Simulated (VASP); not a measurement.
# MgSi (P4/mmm) in VASP: single point with PBEsol

Aim: the single point of MgSi with PBEsol.

All numbers are computed with VASP 6.6.1; they aren't measurements. Logs are shortened: lines on timing, memory, paths and dates and some standing lists are left out, and cuts for length are marked.

**1. The crystal as given**

Symmetry: P4/mmm, No. 123, tetragonal system. Conventional cell: a = 2.908 Å, b = 2.908 Å, c = 4.103 Å, α = 90.00°, β = 90.00°, γ = 90.00°. Mg (site symmetry 4/mmm) is surrounded by 8 Si at 2.90 Å and 4 Mg at 2.91 Å. Si (site symmetry 4/mmm) is surrounded by 8 Mg at 2.90 Å and 4 Si at 2.91 Å.

The cell comes from a database or a generator and needn't be the stable form of this composition.

**2. Single point, PBEsol**

The input, INCAR:

```
PREC     = Accurate       # precision mode
ENCUT    = 520            # plane-wave cutoff, eV
EDIFF    = 1E-7           # SCF threshold, eV
ISMEAR   = 0              # smearing method
SIGMA    = 0.1            # smearing width, eV
LREAL    = False          # projectors in reciprocal space
LASPH    = True           # aspherical terms in the spheres
NELM     = 80             # most SCF steps
ALGO     = Fast           # electronic algorithm
ISIF     = 2              # what is computed and relaxed
LWAVE    = False          # write WAVECAR
LCHARG   = False          # write CHGCAR
GGA      = PS             # functional
NBANDS   = 10             # bands
```

The input, KPOINTS:

```
Automatic mesh
0
Gamma
  6 6 4
```

The input, POSCAR:

```
MgSi
1.0
    2.9083940000      0.0000000000      0.0000000000
    0.0000000000      2.9083940000      0.0000000000
    0.0000000000      0.0000000000      4.1034270000
Mg Si
1 1
Direct
    0.0000000000      0.0000000000      0.0000000000
    0.5000000000      0.5000000000      0.5000000000
```

Potentials or basis: VASP PAW PBE potentials, release 64 (Mg, Si).

Command:

```bash
cat potpaw_PBE.64/Mg/POTCAR potpaw_PBE.64/Si/POTCAR > POTCAR
mpirun -np 1 vasp_std > vasp.out
```

OUTCAR:

```text
PREC = Accurate
   ENCUT = 520
   EDIFF = 1E-7
   ISMEAR = 0
   LREAL = False
   LASPH = True
   NELM = 80
   ISIF = 2
   GGA = PS

 ion  position               nearest neighbor table
   1  0.000  0.000  0.000-   2 2.90   2 2.90   2 2.90   2 2.90   2 2.90   2 2.90   2 2.90   2 2.90

   2  0.500  0.500  0.500-   1 2.90   1 2.90   1 2.90   1 2.90   1 2.90   1 2.90   1 2.90   1 2.90

  LATTYP: Found a simple tetragonal cell.
 ALAT       =     2.9083940000
 C/A-ratio  =     1.4108910278

  Lattice vectors:

 A1 = (   2.9083940000,   0.0000000000,   0.0000000000)
 A2 = (   0.0000000000,   2.9083940000,   0.0000000000)
 A3 = (   0.0000000000,   0.0000000000,   4.1034270000)

Analysis of symmetry for initial positions (statically):
=====================================================================
 Subroutine PRICEL returns:
 Original cell was already a primitive cell.

 Routine SETGRP: Setting up the symmetry group for a
 simple tetragonal supercell.

 Subroutine GETGRP returns: Found 16 space group operations
 (whereof 16 operations were pure point group operations)
 out of a pool of 16 trial point group operations.

The static configuration has the point symmetry D_4h.

Analysis of symmetry for dynamics (positions and initial velocities):
=====================================================================
 Subroutine PRICEL returns:
 Original cell was already a primitive cell.

 Routine SETGRP: Setting up the symmetry group for a
 simple tetragonal supercell.

 Subroutine GETGRP returns: Found 16 space group operations
 (whereof 16 operations were pure point group operations)
 out of a pool of 16 trial point group operations.

The dynamic configuration has the point symmetry D_4h.

 Subroutine INISYM returns: Found 16 space group operations
 (whereof 16 operations are pure point group operations),
 and found     1 'primitive' translations

----------------------------------------------------------------------------------------

                                     Primitive cell

  volume of cell :      34.7099

  direct lattice vectors                    reciprocal lattice vectors
     2.908394000  0.000000000  0.000000000     0.343832369  0.000000000  0.000000000
     0.000000000  2.908394000  0.000000000     0.000000000  0.343832369  0.000000000
     0.000000000  0.000000000  4.103427000     0.000000000  0.000000000  0.243698743

  length of vectors
     2.908394000  2.908394000  4.103427000     0.343832369  0.343832369  0.243698743

  position of ions in fractional coordinates (direct lattice)
     0.000000000  0.000000000  0.000000000
     0.500000000  0.500000000  0.500000000

  ion indices of the primitive-cell ions
   primitive index   ion index
                 1           1
                 2           2

----------------------------------------------------------------------------------------

 KPOINTS: Automatic mesh

Automatic generation of k-mesh.
 Grid dimensions read from file:
 generate k-points for:    6    6    4

 Generating k-lattice:

  Cartesian coordinates                     Fractional coordinates (reciprocal lattice)
     0.057305395  0.000000000  0.000000000     0.166666667  0.000000000  0.000000000
     0.000000000  0.057305395  0.000000000     0.000000000  0.166666667  0.000000000
     0.000000000  0.000000000  0.060924686     0.000000000  0.000000000  0.250000000

  Length of vectors
     0.057305395  0.057305395  0.060924686

  Shift w.r.t. Gamma in fractional coordinates (k-lattice)
     0.000000000  0.000000000  0.000000000

 Subroutine IBZKPT returns following result:
 ===========================================

 Found     30 irreducible k-points:

 Following reciprocal coordinates:
            Coordinates               Weight
  0.000000  0.000000  0.000000      1.000000
  0.166667  0.000000  0.000000      4.000000
  0.333333  0.000000  0.000000      4.000000
  0.500000  0.000000  0.000000      2.000000
  0.166667  0.166667  0.000000      4.000000
  0.333333  0.166667  0.000000      8.000000
[... 16 lines left out ...]
  0.333333  0.000000  0.500000      4.000000
  0.500000  0.000000  0.500000      2.000000
 [... further k-points ...]
   k-points           NKPTS =     30   k-points in BZ     NKDIM =     30   number of bands    NBANDS=     10
   number of dos      NEDOS =    301   number of ions     NIONS =      2
   total plane-waves  NPLWV =  18432
   dimension x,y,z NGX =    24 NGY =   24 NGZ =   32
   dimension x,y,z NGXF=    48 NGYF=   48 NGZF=   64
   ions per type =               1   1
   NGX,Y,Z   is equivalent  to a cutoff of  13.72, 13.72, 12.96 a.u.
   NGXF,Y,Z  is equivalent  to a cutoff of  27.44, 27.44, 25.93 a.u.
 SYSTEM =  unknown system
   PREC   = accura    normal or accurate (medium, high low for compatibility)
   ISTART =      0    job   : 0-new  1-cont  2-samecut
   ICHARG =      2    charge: 1-file 2-atom 10-const
   ISPIN  =      1    spin polarized calculation?
   LNONCOLLINEAR =      F non collinear calculations
   LSORBIT =      F    spin-orbit coupling
   LASPH  =      T    aspherical Exc in radial PAW
   ENCUT  =  520.0 eV  38.22 Ry    6.18 a.u.   5.41  5.41  7.63*2*pi/ulx,y,z
   NELM   =     80;   NELMIN=  2; NELMDL= -5     # of ELM steps
   EDIFF  = 0.1E-06   stopping-criterion for ELM
   LREAL  =      F    real-space projection
   EDIFFG = 0.1E-05   stopping-criterion for IOM
   NSW    =      0    number of steps for IOM
   IBRION =     -1    ionic relax: 0-MD 1-quasi-New 2-CG
   NFREE  =      0    steps in history (QN), initial steepest desc. (CG)
   ISIF   =      2    stress and relaxation
   ISYM   =      2    0-nonsym 1-usesym 2-fastsym
   POTIM  = 0.5000    time-step for ionic-motion
   TEBEG  =    0.0;   TEEND  =   0.0 temperature during run
   PSTRESS=    0.0 pullay stress
   NELECT =       6.0000    total number of electrons
   NUPDOWN=      -1.0000    fix difference up-down
   EMIN   =  10.00;   EMAX   =-10.00  energy-range for DOS
   EFERMI =   0.00;   METHOD = LEGACY
   ISMEAR =     0;   SIGMA  =   0.10  broadening in eV -4-tet -1-fermi 0-gaus
   EFERMI_NEDOS =   21; number of points for ismear=-14 and -15
   IALGO  =     68    algorithm
   IMIX   =      4    mixing-type and parameters
     AMIX     =   0.40;   BMIX     =  1.00
     AMIX_MAG =   1.60;   BMIX_MAG =  1.00
  volume/ion in A,a.u.               =      17.35       117.12
  Fermi-wavevector in a.u.,A,eV,Ry     =   0.911957  1.723348 11.315488  0.831665
  Thomas-Fermi vector in A             =   2.036296
   LORBIT       =      0    0 simple, 1 ext, 2 COOP (PROOUT), +10 PAW based schemes
   GGA     = PS    functional components
   LHFCALC =     F    Hartree Fock is set to
   AEXX    =    0.0000 exact exchange contribution
   IVDW    =     0    specifies the selected vdW correction
   LEPSILON=     F    determine dielectric tensor
   LRPA    =     F    only Hartree local field effects (RPA)
 non-spin polarized calculation
 RMM-DIIS sequential band-by-band and
 Gauss-broadening in eV      SIGMA  =   0.10
  energy-cutoff  :      520.00
  volume of cell :       34.71
 maximum number of plane-waves:       952
 NGX is ok and might be reduce to    24
   NGX = 11   NGY = 11   NGZ = 15

 number of electron       6.0000000 magnetization

 Free energy of the ion-electron system (eV)
  ---------------------------------------------------
  ext. energy  EPLUGINS =         0.00000000
  ---------------------------------------------------
  free energy    TOTEN  =        -7.36337557 eV

  energy without entropy =       -7.36088207  energy(sigma->0) =       -7.36212882

 E-fermi :   6.1689     XC(G=0):  -9.9674

 val. band max:        6.1023195662   @ k =   0.5000   0.0000   0.2500
 cond. band min:       6.2259342404   @ k =   0.5000   0.3333   0.5000
 fundamental gap:      0.1236146742
 Fermi energy:         6.1688924549

 k-point     1 :       0.0000    0.0000    0.0000
  band No.  band energies     occupation
      1      -5.1725      2.00000
      2       3.2643      2.00000
      3       5.1130      2.00000
      4      10.4288      0.00000
      5      10.4288      0.00000
      6      11.4969      0.00000
      7      14.4142      0.00000
      8      18.5601      0.00000
      9      18.5602      0.00000
     10      18.9891      0.00000

 k-point     2 :       0.1667    0.0000    0.0000
  band No.  band energies     occupation
      1      -4.7058      2.00000
      2       3.6755      2.00000
      3       5.5780      2.00000
      4       6.5529      0.00000
      5      10.7935      0.00000
      6      13.2156      0.00000
      7      14.7732      0.00000
      8      15.8892      0.00000
      9      18.0211      0.00000
     10      19.0047      0.00000

 k-point     3 :       0.3333    0.0000    0.0000
  band No.  band energies     occupation
      1      -3.3474      2.00000
      2       2.6003      2.00000
      3       4.8460      2.00000
      4       6.9770      0.00000
      5      10.9898      0.00000
      6      11.7874      0.00000
      7      12.5467      0.00000
      8      14.7270      0.00000
      9      18.2448      0.00000
     10      20.1376      0.00000

 k-point     4 :       0.5000    0.0000    0.0000
  band No.  band energies     occupation
      1      -1.8103      2.00000
      2       0.1890      2.00000
      3       5.9814      1.99199
      4       8.5999      0.00000
      5       8.9667      0.00000
      6      10.2025      0.00000
      7      12.6132      0.00000
      8      16.2207      0.00000
      9      16.6294      0.00000
     10      18.0592      0.00000
[... 222 lines left out ...]
 k-point    22 :       0.1667    0.0000    0.5000
  band No.  band energies     occupation
      1      -3.7136      2.00000
      2      -0.5352      2.00000
      3       7.3286      0.00000
      4      10.8133      0.00000
      5      11.2838      0.00000
      6      14.1065      0.00000
      7      14.2944      0.00000
      8      15.4069      0.00000
      9      15.8557      0.00000
     10      16.7066      0.00000

 k-point    23 :       0.3333    0.0000    0.5000
  band No.  band energies     occupation
      1      -2.3991      2.00000
      2       0.8229      2.00000
      3       3.4779      2.00000
      4       6.8772      0.00000
      5      12.3143      0.00000
      6      15.1435      0.00000
      7      15.5320      0.00000
      8      16.6556      0.00000
      9      16.8719      0.00000
     10      17.8495      0.00000

 k-point    24 :       0.5000    0.0000    0.5000
  band No.  band energies     occupation
      1      -0.9407      2.00000
      2       1.1539      2.00000
      3       2.3089      2.00000
      4       4.5183      2.00000
      5      13.1831      0.00000
      6      15.9522      0.00000
      7      16.4930      0.00000
      8      17.1169      0.00000
      9      17.7835      0.00000
     10      18.2856      0.00000

 [... further k-points ...]

------------------------ aborting loop because EDIFF is reached ----------------------------------------

  FORCE on cell =-STRESS in cart. coord.  units (eV):
  Direction    XX          YY          ZZ          XY          YZ          ZX
  --------------------------------------------------------------------------------------
  -------------------------------------------------------------------------------------
  Total       -0.3433774     -0.3433774      0.2508796      0.0000000     -0.0000000      0.0000000
  in kB      -15.8499931    -15.8499931     11.5803760      0.0000000     -0.0000000      0.0000000
  external PRESSURE =      -6.7065367 kB  Pullay stress =       0.0000000 kB

 VOLUME and BASIS-vectors are now :
 -----------------------------------------------------------------------------
  energy-cutoff  :      520.00
  volume of cell :       34.71
      direct lattice vectors                 reciprocal lattice vectors
     2.908394000  0.000000000  0.000000000     0.343832369  0.000000000  0.000000000
     0.000000000  2.908394000  0.000000000     0.000000000  0.343832369  0.000000000
     0.000000000  0.000000000  4.103427000     0.000000000  0.000000000  0.243698743

 POSITION                                       TOTAL-FORCE (eV/Angst)
 -----------------------------------------------------------------------------------
      0.00000      0.00000      0.00000         0.000000      0.000000      0.000000
      1.45420      1.45420      2.05171         0.000000      0.000000      0.000000
 -----------------------------------------------------------------------------------
    total drift:                               -0.000000     -0.000000     -0.000000

  FREE ENERGIE OF THE ION-ELECTRON SYSTEM (eV)
  ---------------------------------------------------
  free  energy   TOTEN  =        -7.3633755652 eV

  energy  without entropy=       -7.3608820724  energy(sigma->0) =       -7.36212882
```

Run time: 13 s. Hardware: 1 thread of AMD EPYC 7R43 (Zen 3), shared host; peak memory 0.11 GiB.

What came out:

- Free energy: -7.3634 eV
- Pressure: -0.7 GPa
- Band gap on the k mesh: none (metal or under the smearing width)

Levels at points of the mesh, in eV from the Fermi level:
```
           k point  band 1  band 2  band 3  band 4  band 5  band 6  band 7
(0.00, 0.00, 0.00)  -11.34   -2.90   -1.06    4.26    4.26    5.33    8.25
(0.50, 0.00, 0.00)   -7.98   -5.98   -0.19    2.43    2.80    4.03    6.44
(0.50, 0.50, 0.00)   -4.46   -3.17   -3.17    0.28    2.69    5.47    5.47
(0.00, 0.00, 0.50)  -10.33   -7.17    4.74    4.74    6.66    7.52    8.38
(0.50, 0.00, 0.50)   -7.11   -5.01   -3.86   -1.65    7.01    9.78   10.32
(0.50, 0.50, 0.50)   -3.46   -2.41   -2.41   -0.67    1.14    1.14    1.18
```

Caveat: the k mesh is coarse (spacing up to 0.38 Å⁻¹), so the values aren't converged; the PAW data sets were made with another functional, which shifts forces and pressure a little.
